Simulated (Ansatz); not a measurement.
**How settings move the G0W0 gap of NaH (wurtzite)**

NaH (wurtzite) (no longer in that coordination), relaxed with r2SCAN; one-shot G0W0 in Ansatz without spin-orbit coupling. These are computed values for a spin-unpolarised cell that may be hypothetical; none is a measurement. The cell started from the wurtzite prototype, but the relaxation took it to the higher symmetry P6_3/mmc (No. 194), so the name no longer describes it.

```xyz
4
Lattice="3.9533 0.0000 0.0000 -1.9766 3.4236 0.0000 0.0000 0.0000 4.8283" Properties=species:S:1:pos:R:3 pbc="T T T"
Na    0.0000    2.2824   -0.3018
Na    1.9766    1.1412    2.1124
H     0.0000    2.2824    2.1124
H     1.9766    1.1412    4.5265
```

Gaps are read over the mesh points alone. G0W0 values are finite-basis, finite-mesh values.
```json
{"start": "PBE", "potentials": "PAW", "frequency model": "contour deformation", "mesh": "6×6×4", "empty bands": "245", "screening cutoff (eV)": "140", "Kohn-Sham gap (eV)": "3.33", "G0W0 gap (eV)": "5.44", "rough cost": "8 core-minutes"}
{"start": "PBE", "potentials": "PAW", "frequency model": "contour deformation", "mesh": "6×6×4", "empty bands": "451", "screening cutoff (eV)": "210", "Kohn-Sham gap (eV)": "3.33", "G0W0 gap (eV)": "5.50", "rough cost": "40 core-minutes"}
{"start": "HSE06", "potentials": "PAW", "frequency model": "contour deformation", "mesh": "6×6×4", "empty bands": "245", "screening cutoff (eV)": "140", "Kohn-Sham gap (eV)": "4.26", "G0W0 gap (eV)": "6.12", "rough cost": "12 core-minutes"}
{"start": "LDA", "potentials": "PAW", "frequency model": "contour deformation", "mesh": "6×6×4", "empty bands": "245", "screening cutoff (eV)": "140", "Kohn-Sham gap (eV)": "2.98", "G0W0 gap (eV)": "5.27", "rough cost": "8 core-minutes"}
{"start": "r2SCAN", "potentials": "PAW", "frequency model": "contour deformation", "mesh": "6×6×4", "empty bands": "245", "screening cutoff (eV)": "140", "Kohn-Sham gap (eV)": "3.67", "G0W0 gap (eV)": "5.78", "rough cost": "9 core-minutes"}
{"start": "PBE", "potentials": "PAW", "frequency model": "Godby-Needs pole", "mesh": "6×6×4", "empty bands": "245", "screening cutoff (eV)": "140", "Kohn-Sham gap (eV)": "3.33", "G0W0 gap (eV)": "5.48", "rough cost": "9 core-minutes"}
{"start": "PBE", "potentials": "PAW", "frequency model": "contour deformation", "mesh": "6×6×4", "empty bands": "106", "screening cutoff (eV)": "80", "Kohn-Sham gap (eV)": "3.33", "G0W0 gap (eV)": "5.29", "rough cost": "90 core-seconds"}
{"start": "PBE", "potentials": "norm-conserving", "frequency model": "contour deformation", "mesh": "6×6×4", "empty bands": "245", "screening cutoff (eV)": "140", "Kohn-Sham gap (eV)": "3.33", "G0W0 gap (eV)": "5.43", "rough cost": "12 core-minutes"}
```

G0W0 moves the gap on the mesh from 3.33 eV (PBE) to 5.50 eV (Γ–M (0.33 of the way from Γ) to K). Renormalisation factors Z lie between 0.66 and 0.82.

Raising bands and cutoff together moves the gap by +0.15 eV (80 to 140 eV), then +0.06 eV (140 to 210 eV); the last step is still large, so the basis limit isn't reached. Starting from HSE06 (4.26 eV against PBE's 3.33 eV) gives 6.12 eV, +0.68 eV from G0W0@PBE at the same screening cutoff. Starting from LDA (2.98 eV against PBE's 3.33 eV) gives 5.27 eV, -0.17 eV from G0W0@PBE at the same screening cutoff. Starting from r2SCAN (3.67 eV against PBE's 3.33 eV) gives 5.78 eV, +0.34 eV from G0W0@PBE at the same screening cutoff. The Godby-Needs plasmon pole differs from contour deformation by +0.04 eV. Norm-conserving potentials (wave cutoff 1197 eV against 420 eV) shift the quasiparticle gap by -0.01 eV and the PBE gap by 0.00 eV. r2SCAN runs take a wave cutoff of 500 eV.
